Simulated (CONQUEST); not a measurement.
Crystal: SnTe.

```
Te Sn
1.0
     4.45597    0.00000    0.00000
     0.00000    4.45597    0.00000
     0.00000    0.00000    6.30170
Te Sn
2 2
Direct
  0.00817 0.00814 0.50228
  0.50818 0.50814 0.00228
  0.49335 0.50671 0.49688
  0.99335 0.00671 0.99688
```

The cell isn't the ideal one: atoms moved at random, drawn with an rms of 0.05 Å.

Base run:

| Item | Value |
| --- | --- |
| Program | CONQUEST 1.3 |
| Functional | PBE |
| Potentials or basis | PseudoDojo NC PBE, DZP, multi-site functions of range 8 bohr, grid cutoff 120 Ha |
| k mesh | 6 × 6 × 4 |
| Occupations | fermi-dirac, width 0.05 eV |
| Spin | no spin polarisation |

Its results: band gap on the k mesh 0.23 eV; pressure 4.6 GPa; largest force 0.030 eV/Å.

The run is repeated on the same cell with these changes: potentials or basis from PseudoDojo NC PBE, DZP, multi-site functions of range 8 bohr, grid cutoff 120 Ha to PseudoDojo NC PBE, DZP, multi-site functions of range 10 bohr, grid cutoff 120 Ha. What comes out?

Band gap on the k mesh 0.06 eV; pressure 3.1 GPa; largest force 0.031 eV/Å.

Caveats: multi-site functions contract the basis, which raises the energy a little and makes forces and stress less exact; spin-orbit coupling is left out, which moves the levels of the heavy elements; the basis of atomic orbitals isn't converged, which shifts pressures, moduli and gaps.

A k mesh can miss the band edges.
